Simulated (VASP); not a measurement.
A run of VASP 6.6.1 is set up as follows.

Contents of INCAR:

```
PREC     = Accurate       # precision mode
ENCUT    = 520            # plane-wave cutoff, eV
EDIFF    = 1E-7           # SCF threshold, eV
ISMEAR   = 1              # smearing method
SIGMA    = 0.15           # smearing width, eV
LREAL    = F              # projectors in reciprocal space
LASPH    = T              # aspherical terms in the spheres
NELM     = 100            # most SCF steps
ALGO     = Fast           # electronic algorithm
ISIF     = 2              # what is computed and relaxed
LWAVE    = F              # write WAVECAR
LCHARG   = T              # write CHGCAR
GGA      = PE             # functional
LELF     = T              # ELF
LVHAR    = T            
NBANDS   = 64             # bands
```

File KPOINTS:

```
Automatic mesh
0
Gamma
  3 4 1
```

File POSCAR:

```
Te2Mo
1.0
    6.4290970000      0.0000000000      0.0000000000
    0.0000000000      3.5233080000      0.0000000000
   -0.9616120000      0.0000000000     14.0440910000
Te Mo
8 4
Direct
    0.5420213815      0.7709723362      0.3461625249
    0.4369915940      0.2715195492      0.6546708505
    0.6118593167      0.2567694905      0.1033191112
    0.3981649668      0.7256021898      0.8946770567
    0.0980759599      0.7619217508      0.1488332709
    0.8792951078      0.2254983101      0.8543212231
    0.0574993860      0.2265708817      0.3940260000
    0.9339029614      0.7607606261      0.6045002841
    0.3282746535      0.7413181022      0.5120033757
    0.7010002346      0.2613240171      0.4886133962
    0.1919117225      0.2602480396      0.0045310159
    0.8056602580      0.7614625233      0.9840569247
```

Potentials or basis: VASP PAW PBE potentials, release 64 (Te, Mo_sv).

The run is started by

```sh
$ cat potpaw_PBE.64/Te/POTCAR potpaw_PBE.64/Mo_sv/POTCAR > POTCAR
$ mpirun -np 1 vasp_std > vasp.out
```

(1) Estimate the pressure.

(2) What does it give for the largest force?

(3) What does it give for the band gap on the k mesh?

Answers

(1) -1.7 GPa.

(2) 3.144 eV/Å.

(3) none (metal or under the smearing width).

Caveat: the k mesh is coarse (spacing up to 0.45 Å⁻¹), so the values aren't converged; forces of over 1 eV/Å show positions far from the minimum, so gaps and moduli don't describe the material at rest.
